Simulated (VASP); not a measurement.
Wanted: the native input for a VASP 6.6.1 run.

- Task: relaxation of cell and atoms
- Functional: PBE
- Potentials or basis: VASP PAW PBE potentials, release 64 (Si, Mo_sv)
- Cutoff: 520 eV
- k mesh: 4 × 4 × 4
- Occupations: gaussian, width 0.15 eV
- Spin: no spin polarisation
- Further INCAR settings: PREC = Normal; ALGO = Fast; EDIFF = 0.0001; IBRION = 2; EDIFFG = -0.08; NSW = 24; ISIF = 3

The structure of SiMo3 lies in POSCAR:

```
SiMo3
1.0
    5.5500000000      0.0000000000      0.0000000000
   -2.7750000000      4.8064409900      0.0000000000
    0.0000000000      0.0000000000      4.5000000000
Si Mo
2 6
Direct
    0.3333333300      0.6666666700      0.2500000000
    0.6666666700      0.3333333300      0.7500000000
    0.6665999900      0.8333000000      0.7500000000
    0.1667000100      0.3334000100      0.7500000000
    0.1667000100      0.8333000000      0.7500000000
    0.8333000000      0.6665999900      0.2500000000
    0.3334000100      0.1667000100      0.2500000000
    0.8333000000      0.1667000100      0.2500000000
```

The cell was built by a generator and needn't be a form met in nature.

One way to write it, as run:

INCAR

```
  ALGO = Fast
  EDIFF = 1E-4
  EDIFFG = -0.08
  ENCUT = 520
  GGA = PE
  IBRION = 2
  ISIF = 3
  ISMEAR = 0
  LASPH = True
  LCHARG = False
  LREAL = False
  LWAVE = False
  NELM = 60
  NSW = 24
  PREC = Normal
  SIGMA = 0.15
```

KPOINTS

```
k-points
0
Gamma
  4 4 4
```

Potentials or basis: VASP PAW PBE potentials, release 64 (Si, Mo_sv).

Run with:

```bash
$ cat potpaw_PBE.64/Si/POTCAR potpaw_PBE.64/Mo_sv/POTCAR > POTCAR
$ mpirun -np 1 vasp_std > vasp.out
```

Results of the run:

* Energy gained by relaxing: 26.4 meV/atom
* Ionic steps: 6
* Pressure after relaxing: 0.3 GPa
* Largest force after relaxing: 0.074 eV/Å
* Band gap on the k mesh: none (metal or under the smearing width)

Wall time 98 s on 1 thread of Intel(R) Xeon(R) 6975P-C (Granite Rapids), on a shared host, peak memory 0.2 GiB.
